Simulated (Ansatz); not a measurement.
# In: strong compression

Aim: compress In (beta tin type) step by step, far beyond the usual range, and follow pressure and electronic structure. The runs shown use PAW.

Method: DFT PBE, with the methods named in each step, in Ansatz 0.2.0.

### 1 The system as given

It takes space group I4_1/amd (No. 141, tetragonal). Conventional cell: a = 5.907 Å, b = 5.907 Å, c = 3.249 Å, α = 90.00°, β = 90.00°, γ = 90.00°. In (site symmetry -4m2) is surrounded by 6 In at 3.06 to 3.25 Å.

Structure file:

```xyz
2
Lattice="-2.9535 2.9535 1.6244 2.9535 -2.9535 1.6244 2.9535 2.9535 -1.6244" Properties=species:S:1:pos:R:3 pbc="T T T"
In    0.0000   -1.4768   -0.4061
In    0.0000    1.4768    0.4061
```

Whether this phase is the stable one at these pressures isn't tested.

Atoms are numbered in the order of the input: In1, In2.

### 2 Cell relaxed at zero pressure, PAW

input.yaml

```yaml
crystal:
  lattice:
    - [-2.9535070979, 2.9535070979, 1.6244289038]
    - [2.9535070979, -2.9535070979, 1.6244289038]
    - [2.9535070979, 2.9535070979, -1.6244289038]
  atoms:
    - { symbol: In, position: [-0.375, -0.125, -0.25] }
    - { symbol: In, position: [0.375, 0.125, 0.25] }
kpoints:
  mp_grid: { grid: [13, 13, 13] }
scf:
  occupations: { method: fermi_dirac, width: 0.05 }
hamiltonian:
  xc: pbe
  pseudopotentials: { kind: paw }
output:
  forces: true
  stress: true
relax:
  f_tol: 0.005
  max_steps: 40
  cell: {}
```

Command:

```console
$ ansatz run input.yaml --threads 1 --pin off --max-ram 2048MiB --backend cpu --events-out ev --progress --plain --runs-dir out
```

After this run come: Volume scaled by 1, PAW; Volume scaled by 1, PAW (core large); Shape and atoms relaxed at 0.88 of the volume, PAW; Volume scaled by 0.88, PAW; Shape and atoms relaxed at 0.78 of the volume, PAW; Volume scaled by 0.78, PAW; Shape and atoms relaxed at 0.68 of the volume, PAW; Volume scaled by 0.68, PAW; Shape and atoms relaxed at 0.58 of the volume, PAW; Volume scaled by 0.58, PAW; Shape and atoms relaxed at 0.5 of the volume, PAW; Volume scaled by 0.5, PAW; Shape and atoms relaxed at 0.43 of the volume, PAW; Volume scaled by 0.43, PAW; Volume scaled by 0.43, PAW (partial_waves polarizable).

Before running it: what results should come out? Wanted: PAW pressure at 0.43 of the volume; PAW; fitted bulk modulus at zero pressure.

As calculated:

```
                                                      quantity      value
                            PAW pressure at 0.43 of the volume  244.5 GPa
PAW (partial_waves polarizable) pressure at 0.43 of the volume  244.5 GPa
                    fitted bulk modulus at zero pressure (PAW)     35 GPa
                                       its pressure derivative       4.95
```

In words: By PAW the pressure climbs to 245 GPa at 0.43 of the first volume. A third-order Birch-Murnaghan curve fits the range only roughly (B₀ = 35 GPa, B′ = 4.95, misfit at most 1.08 GPa). A fit over so wide a range leans to the high pressures, so B₀ can be off by several per cent. No all-electron run checks these rows here, and frozen cores can fail under such compression. The ions are at rest, and the electrons smeared by 0.05 eV.
